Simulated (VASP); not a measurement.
# Y (P6_3/mmc) in VASP: a series of runs

Runs on Y. Level: PBE. Tasks: relaxation of cell and atoms.

Everything below comes from runs of VASP 6.6.1. Logs are shortened: lines on timing, memory, paths and dates and some standing lists are left out, and cuts for length are marked.

## (1) The structure

The structure is hexagonal, space group P6_3/mmc (No. 194). Conventional cell: a = 3.647 Å, b = 3.647 Å, c = 5.731 Å, α = 90.00°, β = 90.00°, γ = 120.00°. Around Y (site symmetry -6m2) lie 12 Y at 3.56 to 3.65 Å.

## (2) Relaxation of cell and atoms, PBE

INCAR

```
PREC = Accurate ; ENCUT = 520
EDIFF = 1E-6 ; ISMEAR = 0
SIGMA = 0.1 ; LREAL = False
LASPH = True ; NELM = 120
ALGO = Normal ; ISIF = 3
LWAVE = False ; LCHARG = False
GGA = PE ; IBRION = 2
NSW = 90 ; EDIFFG = -0.01
```

KPOINTS

```
Automatic mesh
0
Gamma
  14 14 8
```

POSCAR

```
Y
1.0
    3.6474000000      0.0000000000      0.0000000000
   -1.8237000000      3.1587410600      0.0000000000
    0.0000000000      0.0000000000      5.7306000000
Y
2
Direct
    0.3333333300      0.6666666700      0.2500000000
    0.6666666700      0.3333333300      0.7500000000
```

Potentials or basis: VASP PAW PBE potentials, release 64 (Y_sv).

Run with:

```console
> cat potpaw_PBE.64/Y_sv/POTCAR > POTCAR
> mpirun -np 1 vasp_std > vasp.out
```

OUTCAR:

```text
PREC = Accurate
   ENCUT = 520
   EDIFF = 1E-6
   ISMEAR = 0
   LREAL = False
   LASPH = True
   NELM = 120
   ISIF = 3
   GGA = PE
   IBRION = 2
   NSW = 90
   EDIFFG = -0.01

 ion  position               nearest neighbor table
   1  0.333  0.667  0.250-   2 3.56   2 3.56   2 3.56   2 3.56   2 3.56   2 3.56
   2  0.667  0.333  0.750-   1 3.56   1 3.56   1 3.56   1 3.56   1 3.56   1 3.56

  LATTYP: Found a hexagonal cell.
 ALAT       =     3.6474000000
 C/A-ratio  =     1.5711465702

  Lattice vectors:

 A1 = (   3.6474000000,   0.0000000000,   0.0000000000)
 A2 = (  -1.8237000000,   3.1587410600,   0.0000000000)
 A3 = (   0.0000000000,   0.0000000000,   5.7306000000)

Analysis of symmetry for initial positions (statically):
=====================================================================
 Subroutine PRICEL returns:
 Original cell was already a primitive cell.

 Routine SETGRP: Setting up the symmetry group for a
 hexagonal supercell.

 Subroutine GETGRP returns: Found 24 space group operations
 (whereof 12 operations were pure point group operations)
 out of a pool of 24 trial point group operations.

The static configuration has the point symmetry D_3d.
 The point group associated with its full space group is D_6h.

Analysis of symmetry for dynamics (positions and initial velocities):
=====================================================================
 Subroutine PRICEL returns:
 Original cell was already a primitive cell.

 Routine SETGRP: Setting up the symmetry group for a
 hexagonal supercell.

 Subroutine GETGRP returns: Found 24 space group operations
 (whereof 12 operations were pure point group operations)
 out of a pool of 24 trial point group operations.

The dynamic configuration has the point symmetry D_3d.
 The point group associated with its full space group is D_6h.

 Subroutine INISYM returns: Found 24 space group operations
 (whereof 12 operations are pure point group operations),
 and found     1 'primitive' translations

----------------------------------------------------------------------------------------

                                     Primitive cell

  volume of cell :      66.0233

  direct lattice vectors                    reciprocal lattice vectors
     3.647400000  0.000000000  0.000000000     0.274167900  0.158290911  0.000000000
    -1.823700000  3.158741060  0.000000000     0.000000000  0.316581822  0.000000000
     0.000000000  0.000000000  5.730600000     0.000000000  0.000000000  0.174501797

  length of vectors
[... 107 lines left out ...]
   GGA     = PE    functional components
   LHFCALC =     F    Hartree Fock is set to
   AEXX    =    0.0000 exact exchange contribution
   IVDW    =     0    specifies the selected vdW correction
   LEPSILON=     F    determine dielectric tensor
   LRPA    =     F    only Hartree local field effects (RPA)
 conjugate gradient relaxation of ions
 non-spin polarized calculation
 Gauss-broadening in eV      SIGMA  =   0.10
  energy-cutoff  :      520.00
  volume of cell :       66.02
 maximum number of plane-waves:      1792
 NGX is ok and might be reduce to    28
   NGX = 13   NGY = 13   NGZ = 21

--------------------------------------- Ionic step        1  -------------------------------------------

 number of electron      22.0000001 magnetization

 Free energy of the ion-electron system (eV)
  ---------------------------------------------------
  ext. energy  EPLUGINS =         0.00000000
  ---------------------------------------------------
  free energy    TOTEN  =       -12.87545552 eV

  energy without entropy =      -12.85718265  energy(sigma->0) =      -12.86631908

------------------------ aborting loop because EDIFF is reached ----------------------------------------

  FORCE on cell =-STRESS in cart. coord.  units (eV):
  Direction    XX          YY          ZZ          XY          YZ          ZX
  --------------------------------------------------------------------------------------
  -------------------------------------------------------------------------------------
  Total       -0.0286132     -0.0286132     -0.3266973      0.0000000      0.0000000      0.0000000
  in kB       -0.6943512     -0.6943512     -7.9279076      0.0000000      0.0000000      0.0000000
  external PRESSURE =      -3.1055367 kB  Pullay stress =       0.0000000 kB
[... 167 lines left out ...]
--------------------------------------- Ionic step        6  -------------------------------------------

 number of electron      22.0000000 magnetization

 Free energy of the ion-electron system (eV)
  ---------------------------------------------------
  ext. energy  EPLUGINS =         0.00000000
  ---------------------------------------------------
  free energy    TOTEN  =       -12.87712479 eV

  energy without entropy =      -12.85979811  energy(sigma->0) =      -12.86846145

 E-fermi :   2.9996     XC(G=0):  -9.4326

 val. band max:        2.9894223214   @ k =   0.2143   0.1429   0.0000
 cond. band min:       3.0098117754   @ k =   0.1429   0.1429   0.0000
 fundamental gap:      0.0203894540
 Fermi energy:         2.9996429981

 k-point     1 :       0.0000    0.0000    0.0000
  band No.  band energies     occupation
      1     -39.6815      2.00000
      2     -39.6041      2.00000
      3     -19.9654      2.00000
      4     -19.4887      2.00000
      5     -19.4887      2.00000
      6     -19.3931      2.00000
      7     -19.3931      2.00000
      8     -19.3515      2.00000
      9      -1.6824      2.00000
     10       1.1657      2.00000
     11       3.9805      0.00000
     12       4.7370      0.00000
     13       4.7370      0.00000
     14       5.1459      0.00000
[... 401 lines left out ...]
      2     -39.6025      2.00000
      3     -19.7926      2.00000
      4     -19.6927      2.00000
      5     -19.6906      2.00000
      6     -19.6311      2.00000
      7     -19.5816      2.00000
      8     -19.5744      2.00000
      9       2.1509      2.00000
     10       2.2925      2.00000
     11       2.4370      2.00000
     12       2.5126      2.00000
     13       4.0730      0.00000
     14       4.1645      0.00000
     15       5.3584      0.00000

 [... further k-points ...]

------------------------ aborting loop because EDIFF is reached ----------------------------------------

  FORCE on cell =-STRESS in cart. coord.  units (eV):
  Direction    XX          YY          ZZ          XY          YZ          ZX
  --------------------------------------------------------------------------------------
  -------------------------------------------------------------------------------------
  Total       -0.0183082     -0.0183082      0.0187711      0.0000000     -0.0000000      0.0000000
  in kB       -0.4472236     -0.4472236      0.4585314      0.0000000     -0.0000000      0.0000000
  external PRESSURE =      -0.1453052 kB  Pullay stress =       0.0000000 kB
[... 17 lines left out ...]
  FREE ENERGIE OF THE ION-ELECTRON SYSTEM (eV)
  ---------------------------------------------------
  free  energy   TOTEN  =       -12.8771247914 eV

  energy  without entropy=      -12.8597981135  energy(sigma->0) =      -12.86846145

 reached required accuracy - stopping structural energy minimisation
```

CONTCAR:

```text
Y
   1.00000000000000
     3.6566441334257802    0.0000000000000000    0.0000000000000000
    -1.8283220667128901    3.1667467143996668    0.0000000000000000
     0.0000000000000000    0.0000000000000000    5.6641465018254715
  Y
     2
Direct
     0.3333333300000021    0.6666666699999979    0.2500000000000000
     0.6666666699999979    0.3333333300000021    0.7500000000000000

  0.00000000E+00  0.00000000E+00  0.00000000E+00
  0.00000000E+00  0.00000000E+00  0.00000000E+00
```

Run time: 3.8 min. Hardware: 1 thread of Intel Xeon Platinum 8488C (Sapphire Rapids), shared host; peak memory 0.27 GiB.

Results:

```
Free energy                            : -12.8771 eV
Relaxed volume                         : 32.79 Å³/atom
Relaxed cell                           : a = 3.657 Å, b = 3.657 Å, c = 5.664 Å, α = 90.00°, β = 90.00°, γ = 120.00°
Space group after relaxing (to 0.05 Å) : P6_3/mmc (No. 194)
Energy gained by relaxing              : 0.8 meV/atom
Ionic steps                            : 6
Pressure after relaxing                : 0.0 GPa
Band gap on the k mesh                 : none (metal or under the smearing width)
```

The path:
```
step  energy change (eV)  largest force (eV/Å)  pressure (GPa)  volume (Å³)
   1              0.0000                0.0000           -0.31        66.02
   2             -0.0015                0.0000            0.07        65.41
   3             -0.0015                0.0000            0.11        65.33
   4             -0.0015                0.0000            0.13        65.31
   5             -0.0017                0.0000            0.07        65.47
   6             -0.0017                0.0000           -0.01        65.59
```

Final structure:
```
Y
1.0
     3.65664    0.00000    0.00000
    -1.82832    3.16675    0.00000
     0.00000    0.00000    5.66415
Y
2
Direct
  0.33333 0.66667 0.25000
  0.66667 0.33333 0.75000
```

## (3) Relaxation of cell and atoms, PBE

This run uses another cell than the first one, of 32.79 Å³/atom, 0.993 times its volume.

INCAR

```
PREC = Accurate ; ENCUT = 520
EDIFF = 1E-7 ; ISMEAR = 0
SIGMA = 0.1 ; LREAL = False
LASPH = True ; NELM = 120
ALGO = Normal ; ISIF = 3
LWAVE = False ; LCHARG = False
GGA = PE ; IBRION = 2
NSW = 60 ; EDIFFG = -0.005
POTIM = 0.3
```

KPOINTS is that of step 2.

POSCAR

```
Y                                       
1.0
    3.6566441334      0.0000000000      0.0000000000
   -1.8283220667      3.1667467144      0.0000000000
    0.0000000000      0.0000000000      5.6641465018
  Y             
     2
Direct
     0.3333333300000021    0.6666666699999979    0.2500000000000000
     0.6666666699999979    0.3333333300000021    0.7500000000000000
```

Potentials or basis: VASP PAW PBE potentials, release 64 (Y_sv).

Run with:

```console
> cat potpaw_PBE.64/Y_sv/POTCAR > POTCAR
> mpirun -np 1 vasp_std > vasp.out
```

Run time: 4.5 min. Hardware: 1 thread of Intel Xeon Platinum 8488C (Sapphire Rapids), shared host; peak memory 0.26 GiB.

The run converged. Its results:

```
Free energy                            : -12.8771 eV
Relaxed volume                         : 32.75 Å³/atom
Relaxed cell                           : a = 3.653 Å, b = 3.653 Å, c = 5.668 Å, α = 90.00°, β = 90.00°, γ = 120.00°
Space group after relaxing (to 0.05 Å) : P6_3/mmc (No. 194)
Energy gained by relaxing              : 0.0 meV/atom
Ionic steps                            : 8
Pressure after relaxing                : 0.0 GPa
Band gap on the k mesh                 : none (metal or under the smearing width)
```

Final structure:
```
CELL_PARAMETERS angstrom
3.65292 0.00000 0.00000
-1.82646 3.16352 0.00000
0.00000 0.00000 5.66820
ATOMIC_POSITIONS crystal
Y 0.33333 0.66667 0.25000
Y 0.66667 0.33333 0.75000
```

Levels at points of the mesh, in eV from the Fermi level:
| k point | band 7 | band 8 | band 9 | band 10 | band 11 | band 12 | band 13 | band 14 | band 15 |
| --- | --- | --- | --- | --- | --- | --- | --- | --- | --- |
| (0.00, 0.00, 0.00) | -22.39 | -22.35 | -4.69 | -1.84 | 0.97 | 1.74 | 1.74 | 2.14 | 2.37 |
| (0.50, 0.00, 0.00) | -22.51 | -22.44 | -1.68 | -1.18 | -0.80 | -0.13 | 1.43 | 1.45 | 2.12 |
| (0.00, 0.00, 0.50) | -22.44 | -22.44 | -3.22 | -3.22 | 1.00 | 1.00 | 1.64 | 1.64 | 1.64 |
| (0.50, 0.00, 0.50) | -22.50 | -22.50 | -1.64 | -1.64 | 0.09 | 0.09 | 1.40 | 1.40 | 2.75 |
